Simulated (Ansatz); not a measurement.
## Harmonic thermodynamics of NaI

Theory: DFT PBE, scalar-relativistic, plane waves, PAW in Ansatz. Plane waves to 420 eV; Γ-centred k mesh 6×6×4; fixed occupations. No spin polarisation. Phonons by linear response, acoustic sum rule imposed.

The cell, relaxed at this level:
```yaml
crystal:
  lattice:
    - [5.15075, 0.00000, 0.00000]
    - [-2.57538, 4.46068, 0.00000]
    - [0.00000, 0.00000, 7.97323]
  atoms:
    - { symbol: Na, position: [0.33333, 0.66667, 0.38161] }
    - { symbol: Na, position: [0.66667, 0.33333, 0.88161] }
    - { symbol: I, position: [0.33333, 0.66667, 0.99153] }
    - { symbol: I, position: [0.66667, 0.33333, 0.49153] }
```

The structure comes from a generated guess, relaxed at this level; another structure or a mixture of phases may lie lower. Spin–orbit coupling is left out, which matters for heavy elements. The q mesh is coarse, so values between its points are rough. Modes under 40 cm⁻¹ are poorly fixed.

Force constants from linear response on a 2×2×1 q mesh, interpolated to a fine mesh.

Phonon density of states, in bins of 5 cm⁻¹:
```
bin centre (cm⁻¹)  share of modes (%)
              2.5                 0.1
              7.5                 0.6
             12.5                 1.8
             17.5                 4.4
             22.5                 7.1
             27.5                 6.6
             32.5                 5.9
             37.5                 4.3
             42.5                 3.5
             47.5                 1.9
             52.5                 1.7
             57.5                 3.2
             62.5                 6.6
             67.5                 2.3
             72.5                 0.0
             77.5                 0.0
             82.5                 0.0
             87.5                 0.0
             92.5                 0.0
             97.5                 0.0
            102.5                 0.0
            107.5                 0.0
            112.5                 0.0
            117.5                 0.0
            122.5                 3.3
            127.5                 9.7
            132.5                10.5
            137.5                 9.7
            142.5                 1.6
            147.5                 6.2
            152.5                 4.7
            157.5                 2.3
            162.5                 1.3
            167.5                 0.6
            172.5                 0.1
```

**Question.** Give the zero-point energy per atom.

**Answer.** 16.4 meV.

**Question.** How large are the vibrational entropy and heat capacity at 300 K?

**Answer.** S = 6.39 k_B and C_V = 2.94 k_B per atom, 98 % of the Dulong–Petit value.

**Question.** Tabulate them against temperature.

**Answer.**
| T (K) | F_vib (meV/atom) | S (k_B/atom) | C_V (k_B/atom) |
| --- | --- | --- | --- |
| 100 | 1.7 | 3.31 | 2.55 |
| 200 | -35.7 | 5.21 | 2.87 |
| 300 | -86.0 | 6.39 | 2.94 |
| 400 | -144.8 | 7.24 | 2.97 |
| 500 | -210.2 | 7.90 | 2.98 |
| 600 | -280.6 | 8.44 | 2.98 |
| 700 | -355.4 | 8.90 | 2.99 |
| 800 | -433.9 | 9.30 | 2.99 |
| 900 | -515.6 | 9.65 | 2.99 |
| 1000 | -600.2 | 9.97 | 2.99 |
